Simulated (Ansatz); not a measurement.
## Hf: what relativity and spin–orbit coupling change

```
CELL_PARAMETERS angstrom
0.00000 2.22000 2.22000
2.22000 0.00000 2.22000
2.22000 2.22000 0.00000
ATOMIC_POSITIONS crystal
Hf 0.00000 0.00000 0.00000
```

The cell is COD entry 1534929, as deposited and not checked against the literature; nothing was relaxed.

One fixed cell is solved with PBE by LAPW (all electrons) in Ansatz 0.2.0 under different relativistic treatments. Pressure is positive in compression.

The runs use a Γ-centred 16×16×16 k mesh, Fermi–Dirac smearing of 0.03 eV, basis error target 0.25 meV/atom, no spin polarisation.

```tsv
setting	P (GPa)
scalar-relativistic	3.18
non-relativistic	?
with spin–orbit coupling	?
scalar-relativistic, point nuclei	3.17
scalar-relativistic, inner shells corrected to Dirac	3.19
```

Question: Give the missing entry: row "non-relativistic", column "P (GPa)".

Answer: 6.79.

Question: What belongs in the row "with spin–orbit coupling", column "P (GPa)"?

Answer: 2.89.
